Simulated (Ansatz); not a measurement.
Runs of Ansatz 0.2.0 on MoS2. The cell holds a slab with vacuum, 3 atoms: a = 3.184 Å, b = 3.184 Å, c = 17.335 Å, α = 90.00°, β = 90.00°, γ = 120.00°. 

```csv
U,gap on the mesh (eV),relaxed volume (Å³/atom)
Mo d U = 3 eV,1.96,49.40
Mo d U = 5 eV,1.82,49.46
Mo d U = 4 eV,1.90,(a)
Mo d U = 6 eV,1.71,(b)
Mo d U = 1 eV,2.00,49.39
```

Alike in all rows: task relaxation of cell and atoms; level PBEsol+U; potentials or basis Ansatz PAW; no spin polarisation; cell relaxed; k mesh 10 × 10 × 2; cutoff (eV) 420; smearing fermi-dirac 0.05 eV.

Fill in the values left out.

(a) 49.42; (b) 49.51.

Caveats: the plane-wave basis is chosen anew once the cell has moved, so the energies of steps on either side of that aren't comparable; the PAW data sets come from PBE, with cores solved anew for the run's functional, which leaves a small shift of forces and pressure.

A k mesh can miss the band edges, and the runs leave out spin-orbit coupling on Mo.
